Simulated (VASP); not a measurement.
**PbF2 (Fluorocronite): equation of state with PBEsol**

The system is PbF2 (Fluorocronite).

```
Pb F
1.0
     0.00000    2.96366    2.96366
     2.96366    0.00000    2.96366
     2.96366    2.96366    0.00000
Pb F
1 2
Direct
  0.00000 0.00000 0.00000
  0.75000 0.75000 0.75000
  0.25000 0.25000 0.25000
```

```
Program                : VASP 6.6.1
Task                   : equation of state
Functional             : PBEsol
Potentials or basis    : VASP PAW PBE potentials, release 64 (Pb_d, F)
Cutoff                 : 520 eV
k mesh                 : 8 × 8 × 8
Occupations            : fermi-dirac, width 0.05 eV
Spin                   : no spin polarisation
Ladder                 : free
Further INCAR settings : ALGO = Normal; EDIFF = 1e-07; NBANDS = 21
```

The equilibrium volume is 17.13 Å³/atom and the bulk modulus is 76 GPa. The pressure derivative of the bulk modulus is 4.8 (rough: it moves with the points fitted).

Energy against volume, from the lowest point:
```csv
volume (Å³/atom),energy (meV/atom)
16.313,9.93
16.660,2.97
17.007,0.00
17.354,0.52
17.701,4.09
18.048,10.41
18.395,19.28
```

All runs of the series together: 2.7 min on 1 thread of Intel(R) Xeon(R) Platinum 8488C (Sapphire Rapids), on a shared host.

Caveat: the PAW data sets were made with another functional, which shifts forces and pressure a little. Spin-orbit coupling is left out, which matters for the levels of Pb.
